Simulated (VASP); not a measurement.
## CdSe (Cadmoselite): electric field gradients with r2SCAN

**What was measured.**

A printed reference work, data compilation reports, for a bulk crystal of CdSe at 2 K: band gap 1.841 eV.

The system is CdSe (Cadmoselite).

```
Cd Se
1.0
     4.30000    0.00000    0.00000
    -2.15000    3.72391    0.00000
     0.00000    0.00000    7.02000
Cd Se
2 2
Cartesian
  0.0000 2.4826 0.0000
  2.1500 1.2413 3.5100
  0.0000 2.4826 2.7027
  2.1500 1.2413 6.2127
```

```yaml
Program: VASP 6.6.1
Task: electric field gradients
Functional: r2SCAN
Potentials_or_basis: VASP PAW PBE potentials, release 64 (Cd, Se)
Cutoff: 520 eV
k_mesh: 9 × 9 × 5
Occupations: fermi-dirac, width 0.01 eV
Spin: no spin polarisation
Dipole_correction: no
Further_INCAR_settings: ALGO = Normal; EDIFF = 1e-08; NBANDS = 26
```

| Quantity | Value |
| --- | --- |
| Pressure | 1.8 GPa |
| Largest force | 0.286 eV/Å |
| Band gap on the k mesh | 1.19 eV, direct |

Forces on the atoms (eV/Å):
```
Cd   0.000  0.000  0.286
Cd   0.000  0.000  0.286
Se   0.000  0.000 -0.286
Se   0.000  0.000 -0.286
```

Stress tensor (GPa, compression positive):
```
2.54 0.00 0.00
0.00 2.54 0.00
0.00 0.00 0.45
```

Levels at points of the mesh, in eV from the valence-band top:
```
           k point  band 16  band 17  band 18  band 19  band 20  band 21
(0.00, 0.00, 0.00)    -0.01     0.00     0.00     1.19     2.59     6.39
```

Electric field gradients, principal values (V/Å²):
```csv
atom,least,middle,greatest (by size)
1 Cd,-16.976,-16.980,33.956
2 Cd,-16.976,-16.980,33.956
3 Se,7.120,7.121,-14.241
4 Se,7.120,7.121,-14.241
```

It took 5.7 min on 1 thread of Intel Xeon 6975P-C, with other jobs on the host, peak memory 0.29 GiB.

Measured gap of CdSe: 1.841 eV (2 K; a printed reference work, data compilation). This calculation gives 1.19 eV (-0.65 eV). Spin-orbit coupling on Cd, Se is left out. The value is that of r2SCAN, without temperature or zero-point motion.

Caveat: without QUAD_EFG the Cq values of the log hold for a quadrupole moment of 1 mb, not for the nuclei; the PAW data sets were made with another functional, which shifts forces and pressure a little.
